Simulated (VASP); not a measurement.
**A VASP 6.6.1 relaxation on MgH2**

INCAR

```
NELMDL = -12
LASPH = .TRUE.
ENCUT = 600
ALGO = Normal
EDIFFG = -5E-3
PREC = Accurate
IBRION = 2
LWAVE = .FALSE.
ISMEAR = -1
NELM = 120
LCHARG = .FALSE.
METAGGA = R2SCAN
SIGMA = 0.02
LREAL = .FALSE.
ISIF = 3
NSW = 40
NBANDS = 9
EDIFF = 0.001
```

KPOINTS

```
KPOINTS created by Atomic Simulation Environment
0
Gamma
8 8 8
0 0 0
```

POSCAR

```
Mg H
 1.0000000000000000
     0.0000000000000000    2.3795668894755866    2.3795668894755866
     2.3795668894755866    0.0000000000000000    2.3795668894755866
     2.3795668894755866    2.3795668894755866    0.0000000000000000
 Mg  H
   1   2
Cartesian
  0.0000000000000000 -0.0000000000000000  0.0000000000000000
  1.1897834447377931  1.1897834447377931  1.1897834447377931
  3.5693503342133801  3.5693503342133797  3.5693503342133797
```

The recommended PBE PAW datasets give the neutral cell 4 valence electrons.

Command

```
mpirun -np 1 vasp_std
```

**Question.** How does this run end, and what does it give?

**Answer.** It converged. Results: relaxed cell vector lengths 3.334, 3.334, 3.334 Å; relaxed cell volume 26.20 Å³.

OSZICAR

```
N       E                     dE             d eps       ncg     rms          rms(c)
DAV:   1    -0.565575770631E+01   -0.56558E+01   -0.19535E+03   530   0.387E+02
DAV:   2    -0.122215854168E+02   -0.65658E+01   -0.62398E+01   664   0.466E+01
DAV:   3    -0.123970107013E+02   -0.17543E+00   -0.17528E+00   629   0.744E+00
DAV:   4    -0.123973776479E+02   -0.36695E-03   -0.36694E-03   728   0.311E-01
DAV:   5    -0.123973787295E+02   -0.10816E-05   -0.10815E-05   628   0.147E-02
DAV:   6    -0.123973787478E+02   -0.18298E-07   -0.18149E-07   458   0.146E-03
DAV:   7    -0.123973787502E+02   -0.23753E-08   -0.25199E-08   340   0.464E-04
DAV:   8    -0.123973787507E+02   -0.49523E-09   -0.49344E-09   299   0.200E-04
DAV:   9    -0.123973787509E+02   -0.14622E-09   -0.10212E-09   288   0.926E-05
DAV:  10    -0.123973787506E+02    0.26688E-09   -0.21299E-10   283   0.417E-05
...
DAV:  16    -0.115214622856E+02    0.46361E-03   -0.16305E-03   569   0.217E-01
   1 F= -.11521462E+02 E0= -.11521282E+02  d E =-.115215E+02
       N       E                     dE             d eps       ncg     rms          rms(c)
DAV:   1    -0.115241417840E+02   -0.22159E-02   -0.64095E-03   561   0.551E-01    0.592E-02
DAV:   2    -0.115241056037E+02    0.36180E-04   -0.31690E-04   513   0.116E-01
   2 F= -.11524106E+02 E0= -.11523922E+02  d E =-.264332E-02
       N       E                     dE             d eps       ncg     rms          rms(c)
DAV:   1    -0.115250442332E+02   -0.90245E-03   -0.76799E-03   570   0.611E-01    0.708E-02
DAV:   2    -0.115249827339E+02    0.61499E-04   -0.43489E-04   540   0.135E-01
   3 F= -.11524983E+02 E0= -.11524791E+02  d E =-.352045E-02
```

```csv
ionic step,ΔE (meV/atom),volume (Å³),largest force (eV/Å),pressure (GPa),electronic steps
1,0.0,26.95,0.000,-1.60,16
2,-0.9,26.60,0.000,-0.87,2
3,-1.2,26.20,0.000,0.08,2
```

For comparison, a separate r²SCAN relaxation on usual settings, not on those above, ends at 26.26 Å³.
